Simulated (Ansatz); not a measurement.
# LiH (zincblende type): optical response by level

Aim: the dielectric function of LiH (zincblende type) in the independent-particle picture, and how it depends on the functional and on the gap. The runs, in order: HSE06 for the gap; optics with PBE on 10×10×10; optics with r2SCAN on 10×10×10; optics with LDA on 10×10×10; optics with PBE and scissors to the HSE06 gap on 10×10×10.

Method: plane waves, PAW; no local fields, no excitons, in Ansatz 0.2.0.

## Step 1: The starting structure

It takes space group F-43m (No. 216, cubic). Conventional cell: a = 4.290 Å, b = 4.290 Å, c = 4.290 Å, α = 90.00°, β = 90.00°, γ = 90.00°. Around Li (site symmetry -43m) lie 4 H at 1.86 Å. Around H (site symmetry -43m) lie 4 Li at 1.86 Å.

As a file:

```xyz
2
Lattice="0.0000 2.1451 2.1451 2.1451 0.0000 2.1451 2.1451 2.1451 0.0000" Properties=species:S:1:pos:R:3 pbc="T T T"
Li    0.0000    0.0000    0.0000
H     1.0726    1.0726    1.0726
```

The cell was relaxed beforehand with r2SCAN; those runs aren't shown.

## Step 2: The gap to aim at

input.yaml

```yaml
crystal:
  lattice:
    - [0.0, 2.1451220117, 2.1451220117]
    - [2.1451220117, 0.0, 2.1451220117]
    - [2.1451220117, 2.1451220117, 0.0]
  atoms:
    - { symbol: Li, position: [0.0, 0.0, 0.0] }
    - { symbol: H, position: [0.25, 0.25, 0.25] }
kpoints:
  mp_grid: { grid: [6, 6, 6] }
  band_path:
    path:
      - [0.0, 0.0, 0.0]
      - [-0.5, -0.5, 0.0]
      - [-0.375, -0.375, 0.25]
      - [-0.375, 0.0, 0.375]
      - [0.0, 0.0, 0.5]
      - [-0.5, -0.25, 0.25]
      - [0.25, -0.5, -0.25]
      - [-0.15, -0.075, 0.425]
    npoints: 1
hamiltonian:
  xc: hse06
scf:
  occupations: { method: fixed }
  n_extra_bands: 4
output:
  forces: true
  stress: true
  eigenvalues: true
```

The run is started by

```console
$ ansatz run input.yaml --threads 4 --pin off --max-ram 3686MiB --backend cpu --events-out ev --progress --plain --runs-dir out
```

After this run come: Optics, PBE; Optics, r2SCAN; Optics, LDA; Optics, PBE with a scissors shift.

Q: Predict the results of all the runs planned. Wanted: ε∞, PBE; ε∞, r2SCAN; ε∞, LDA; tallest peak of ε₂, PBE; tallest peak of ε₂, r2SCAN; tallest peak of ε₂, LDA; HSE06 direct gap.

The runs gave:

| quantity | value |
| --- | --- |
| ε∞, PBE | 3.29 |
| ε∞, r2SCAN | 2.98 |
| ε∞, LDA | 3.53 |
| ε∞, PBE + 1.15 eV scissors | 2.96 |
| tallest peak of ε₂, PBE | 16.7 at 5.40 eV (complete to 10.8 eV) |
| tallest peak of ε₂, r2SCAN | 13.5 at 6.05 eV (complete to 11.5 eV) |
| tallest peak of ε₂, LDA | 20.5 at 5.15 eV (complete to 10.4 eV) |
| tallest peak of ε₂, PBE + 1.15 eV scissors | 16.7 at 6.55 eV (complete to 11.9 eV) |
| HSE06 direct gap | 6.41 eV |

In words: From LDA to PBE + 1.15 eV scissors the direct gap grows from 5.02 to 6.42 eV, and ε∞ goes from 3.53 to 2.96: a wider gap screens less. Local fields and excitons are left out: both change ε∞, and without excitons the onset lacks its lines.
